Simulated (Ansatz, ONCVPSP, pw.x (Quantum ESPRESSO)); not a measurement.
# zirconium (Zr) (fcc): variants of one ONCV potential in the solid

```json
{
 "Element": "Zr",
 "Generator": "ONCVPSP 4.0.1.1 (patched build)",
 "Type": "optimised norm-conserving Vanderbilt (ONCV)",
 "Functional": "PBE",
 "Relativity": "scalar-relativistic",
 "Frozen core": "[Kr]",
 "Valence charge": "4",
 "Reference configuration": "4d2 5s2",
 "Partial waves": "5s: rc 3.50 bohr, ncon 4, nbas 7, qcut 1.7 1/bohr, 3 projectors, debl 2.6 Ha; p scattering state at 0.06 Ha: rc 3.25 bohr, ncon 4, nbas 9, qcut 2.4 1/bohr, 2 projectors, debl 2.4 Ha; 4d: rc 2.50 bohr, ncon 3, nbas 8, qcut 5.2 1/bohr, 3 projectors, debl 2.6 Ha",
 "Local potential": "polynomial inside 1.90 bohr (lpopt 5, dvloc0 0 Ha)",
 "Core correction": "Teter function, parameters optimised by the program"
}
```

In the p channel the program set the typed energies aside and used 0.050, 2.450 Ha.

Crystal test: fcc Zr in pw.x 7.5, no spin, 13³ k-points, Fermi–Dirac smearing 0.01 Ry, cutoffs set for each file from its atomic test. The reference is all-electron LAPW (Ansatz 0.2.0) with the same functional, mesh and smearing; V0 and B0 come from Birch–Murnaghan fits to the pressures at five volumes. Errors are pseudo minus all-electron; Δ is the rms difference of the E(V) curves that follow from these fits, minima aligned, over ±6 % about the mean V0. Mesh and smearing are coarse, so the numbers serve the comparison and aren't converged zero-temperature values; the lattice is a test structure that the element need not adopt.

All-electron: a0 = 4.534 Å (V0 = 23.31 Å³/atom), B0 = 89.0 GPa.

Base: The largest radius (3.50 bohr) exceeds half the bond length (3.03 bohr), so the spheres overlap, which is one possible source of error among others. This is a poor potential for the solid.

A dash in a converged row means that the minimum lies outside the volumes sampled.

```tsv
change	cutoffs (Ry)	pw.x	a0 (Å)	a0 error (%)	B0 error (%)	Δ (meV/atom)	mean pressure error (GPa)
base	50/200	converged; energies reset by the program	4.483	-1.13	+5.1	15.4	-3.03
core [Ar] 3d10, valence charge 12; reference 4s2 4p6 4d2 5s2; waves now 4s+5s: rc 2.35 bohr, ncon 4, nbas 8, qcut 4.1 1/bohr, 2 projectors; 4p: rc 2.05 bohr, ncon 4, nbas 8, qcut 5.5 1/bohr, 2 projectors, debl 1 Ha; 4d: rc 3.10 bohr, ncon 3, nbas 8, qcut 4.3 1/bohr, 3 projectors, debl 0.5 Ha; local potential polynomial inside 1.30 bohr (lpopt 5, dvloc0 3 Ha)	50/200	converged; energies reset by the program	4.510	-0.54	-4.6	7.3	-1.41
p: nbas 8	50/200	converged; energies reset by the program	4.484	-1.12	+5.0	15.4	-3.01
local potential polynomial inside 1.75 bohr (lpopt 4, dvloc0 0 Ha)	50/200	converged; energies reset by the program	4.484	-1.12	+5.1	15.4	-3.01
s: rc 4.44	50/200	converged; energies reset by the program	–	–	–	–	-4.37
```

Task: Give the row for: local potential polynomial inside 1.90 bohr (lpopt 5, dvloc0 2.5 Ha).

Result: pw.x: converged; energies reset by the program; mean pressure error (GPa): -2.72; a0 (Å): 4.489; a0 error (%): -1.01; B0 error (%): +5.2; Δ (meV/atom): 13.8.
